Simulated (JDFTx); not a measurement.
Runs of JDFTx 1.7.0 (patched build) on LiF (Griceite). It takes space group Fm-3m (No. 225, cubic). The conventional cell has a = 4.028 Å, b = 4.028 Å, c = 4.028 Å, α = 90.00°, β = 90.00°, γ = 90.00°. F (site symmetry m-3m) is surrounded by 6 Li at 2.01 Å. Li (site symmetry m-3m) is surrounded by 6 F at 2.01 Å. 

```csv
task,level,potentials or basis,k mesh,cutoff (eV),band ratio of the Davidson solver,max SCF steps,SCF threshold on the energy,solver of the electrons,further solve for the empty bands,mesh quality,gap on the mesh (eV),pressure (GPa)
single point,PBEsol,PseudoDojo-SR-PBEsol-0.4.1-standard with smoothed tails,11 × 11 × 11,1143,-,100,1e-09 Ha,scf,yes,not flagged,8.94,-1.4
single point,HSE06,PseudoDojo-SR-PBE-0.5-standard with smoothed tails,4 × 4 × 4,1143,-,100,1e-07 Ha,scf,yes,coarse,11.43,-0.9
single point,r2SCAN,SG15-PBE-1.2 with smoothed tails,11 × 11 × 11,1361,-,100,1e-09 Ha,scf,yes,not flagged,(b),-2.0
single point,LDA,PseudoDojo-SR-LDA-0.4.1-standard with smoothed tails,11 × 11 × 11,1143,-,100,1e-09 Ha,scf,yes,not flagged,(a),(c)
```

Alike in all rows: no spin polarisation; cell as given; smearing fermi-dirac 0.05 eV.

Problem. Estimate the missing entries.

Solution. (a) 8.86; (b) 10.10; (c) -6.7.

Caveats: some runs use coarse meshes; an odd mesh through Γ misses points on the zone boundary, where band edges often lie (some runs); the potentials were made for another functional, which shifts forces and pressure (some runs); this program's HSE differs a little from the usual definition (some runs); the hybrid runs on potentials with a model core (some runs).
